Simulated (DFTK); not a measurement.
Ge:

```
CELL_PARAMETERS angstrom
0.00000 2.82891 2.82891
2.82891 0.00000 2.82891
2.82891 2.82891 0.00000
ATOMIC_POSITIONS crystal
Ge 0.75000 0.75000 0.75000
Ge 0.50000 0.50000 0.50000
```

| Quantity | Value |
| --- | --- |
| Program | DFTK 0.8.2 |
| Task | relaxation of cell and atoms |
| Functional | SCAN |
| Potentials or basis | SG15 1.2 (PBE) |
| Cutoff | 1415 eV |
| k mesh | 4 × 4 × 4 |
| Occupations | fermi-dirac, width 0.05 eV |
| Spin | no spin polarisation |

At the start: pressure -2.3 GPa; volume 22.64 Å³/atom.

Problem. How do energy, volume and symmetry change on relaxing?

Solution. Over 4 steps the energy falls by 6.2 meV/atom and the volume is 21.86 Å³/atom (-3.4 %); space group Fd-3m (No. 227, to 0.05 Å).

Step by step:
```tsv
step	energy change (eV)	largest force (eV/Å)	pressure (GPa)	volume (Å³)
1	0.0000	0.0000	-2.27	45.28
2	-0.0072	0.0000	-1.60	44.69
3	-0.0117	0.0000	0.66	43.33
4	-0.0125	0.0000	-0.05	43.72
```

Final structure:
```yaml
crystal:
  lattice:
    - [0.00000, 2.79605, 2.79605]
    - [2.79605, 0.00000, 2.79605]
    - [2.79605, 2.79605, 0.00000]
  atoms:
    - { symbol: Ge, position: [0.75000, 0.75000, 0.75000] }
    - { symbol: Ge, position: [0.50000, 0.50000, 0.50000] }
```

Caveat: the k mesh is coarse (spacing up to 0.48 Å⁻¹), so the values aren't converged; the potentials were made for another functional, which shifts forces and pressure.
